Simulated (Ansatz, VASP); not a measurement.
# Two plane-wave programs on KF

File INCAR:

```
SYSTEM = KF
  PREC = Accurate
  ENCUT = 520
  EDIFF = 1E-7
  ISMEAR = 0
  SIGMA = 0.05
  LREAL = .False.
  LASPH = .True.
  NELM = 80
  ALGO = Normal
  ISIF = 2
  LWAVE = .False.
  LCHARG = .False.
  NBANDS = 15
```

KPOINTS

```
Automatic mesh
0
Gamma
  8 8 8
  0 0 0
```

POSCAR

```
KF
1.0
    0.0000000000      2.8071750000      2.6066625000
    2.8071750000      0.0000000000      2.6066625000
    2.8071750000      2.8071750000      0.0000000000
K F
1 1
Direct
    0.0000000000      0.0000000000      0.0000000000
    0.5000000000      0.5000000000      0.5000000000
```

Input for Ansatz:

```yaml
crystal:
  lattice:
    - [0.0, 2.807175, 2.6066625]
    - [2.807175, 0.0, 2.6066625]
    - [2.807175, 2.807175, 0.0]
  atoms:
    - { symbol: K, position: [0.0, 0.0, 0.0] }
    - { symbol: F, position: [0.5, 0.5, 0.5] }
basis:
  ecutwfc: 420
kpoints:
  mp_grid: { grid: [8, 8, 8] }
hamiltonian:
  xc: lda
scf:
  occupations: { method: gaussian, width: 0.05 }
output:
  forces: true
  stress: true
  eigenvalues: true
```

Change from the starting cell: strain +0.050 along x and y, -0.025 along z, atoms carried along.

Alike in both runs: task single point; functional LDA; k mesh 8 × 8 × 8; occupations gaussian, width 0.05 eV; no spin polarisation.

```csv
,VASP,Ansatz
version,VASP 6.6.1,Ansatz 0.2.0
potentials or method,"VASP PAW LDA potentials, release 64 (K_sv, F)","scalar-relativistic, plane waves, PAW"
plane-wave cutoff (eV),520,420
valence electrons in the cell,16,16
```

```tsv
	VASP	Ansatz	Ansatz less VASP
gap on the k mesh at the Fermi level (eV)	5.35	5.37	+0.017
least direct gap on the mesh (eV)	5.35	5.37	+0.017
pressure (GPa)	-4.6	-4.6	-0.05
largest component of the traceless stress (GPa)	1.56	1.45	-0.110
```

A k mesh can miss the band edges.
